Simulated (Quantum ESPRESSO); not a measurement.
TePb, 2 atoms in the cell. Symmetry: Fm-3m, No. 225, cubic system. Conventional cell: a = 6.462 Å, b = 6.462 Å, c = 6.462 Å, α = 90.00°, β = 90.00°, γ = 90.00°. Pb (site symmetry m-3m) has 6 Te at 3.23 Å as nearest neighbours. Te (site symmetry m-3m) has 6 Pb at 3.23 Å as nearest neighbours. 

```yaml
Program: Quantum ESPRESSO 7.5
Task: single point
Functional: r2SCAN-X
Potentials_or_basis: SG15 PBE 1.2
Cutoff: 952 eV
Density_cutoff: 3810 eV
k_mesh: 2 × 2 × 2
Occupations: fixed
Spin: no spin polarisation
Share_of_exact_exchange: 0.15
q_mesh_for_exact_exchange: 2 × 2 × 2
Cutoff_for_exact_exchange: 1904.8 eV
Symmetry: off
Mixing_beta: 0.5
Most_SCF_iterations: 120
SCF_threshold: 1e-07 Ry
```

Potentials or basis: SG15 PBE 1.2.

Command:

```console
$ OMP_NUM_THREADS=1 mpirun -n 2 pw.x -in pw.in > pw.out
```

Hardware: 2 MPI ranks on Arm Neoverse V1, with other jobs on the host.

**Question.** Estimate the wall time of this run.

**Answer.** Run time: 2 min on 2 MPI ranks on Arm Neoverse V1 (shared host), peak memory 0.26 GiB a rank. Counts: scf iterations 17, k pools 1, bands 19, k points 8, g dense 35845.
